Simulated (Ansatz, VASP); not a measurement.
This is a calculation of Na for Ansatz 0.2.0.

input.yaml

```yaml
crystal:
  lattice:
    - [3.8408815021, 0.0, 0.0]
    - [-1.920440751, 3.3263009538, 0.0]
    - [0.0, 0.0, 6.2746973092]
  atoms:
    - { symbol: Na, position: [0.6666666667, 0.3333333333, 0.75] }
    - { symbol: Na, position: [0.3333333333, 0.6666666667, 0.25] }
kpoints:
  mp_grid: { grid: [8, 8, 5] }
scf:
  occupations: { method: fermi_dirac, width: 0.05 }
hamiltonian:
  xc: pbesol
  pseudopotentials: { kind: all_electron, lapw: { basis_error: 0.0005 } }
output:
  forces: true
  stress: true
  eigenvalues: true
```

Potentials or basis: all-electron LAPW, scalar-relativistic.

The run is started by

```sh
$ ansatz run input.yaml --threads 1 --pin off --max-ram 3072MiB --backend cpu --events-out ev --progress --plain --runs-dir out
```

**Question.** Set up the same calculation for VASP 6.6.1. Potentials there: VASP PAW PBE potentials, release 64 (Na_pv).

**Answer.** As run (the cutoff follows the program's own potentials):

Contents of INCAR:

```
PREC = Accurate ; ENCUT = 520
EDIFF = 1E-6 ; ISMEAR = -1
SIGMA = 0.05 ; LREAL = F
LASPH = T ; NELM = 80
ALGO = Normal ; ISIF = 2
LWAVE = F ; LCHARG = F
GGA = PS ; NBANDS = 14
```

Contents of KPOINTS:

```
regular mesh
0
Gamma
  8 8 5
```

Contents of POSCAR:

```
Na
1.0
    3.8408815021      0.0000000000      0.0000000000
   -1.9204407510      3.3263009538      0.0000000000
    0.0000000000      0.0000000000      6.2746973092
Na
2
Direct
    0.6666666667      0.3333333333      0.7500000000
    0.3333333333      0.6666666667      0.2500000000
```

Potentials or basis: VASP PAW PBE potentials, release 64 (Na_pv).

Command:

```console
$ cat potpaw_PBE.64/Na_pv/POTCAR > POTCAR
$ mpirun -np 1 vasp_std > vasp.out
```

Both were run:

|  | VASP | Ansatz | Ansatz less VASP |
| --- | --- | --- | --- |
| gap on the k mesh at the Fermi level (eV) | none | none | - |
| pressure (GPa) | -0.6 | -0.6 | -0.03 |
| largest component of the traceless stress (GPa) | 0.15 | 0.14 | -0.002 |

A gap of «none» marks a metal or a gap that the smearing closes. Ansatz ran all-electron here, so the differences hold the error of VASP's frozen core and of both bases.

Caveats: the PAW data sets were made with another functional, which shifts forces and pressure a little (VASP).
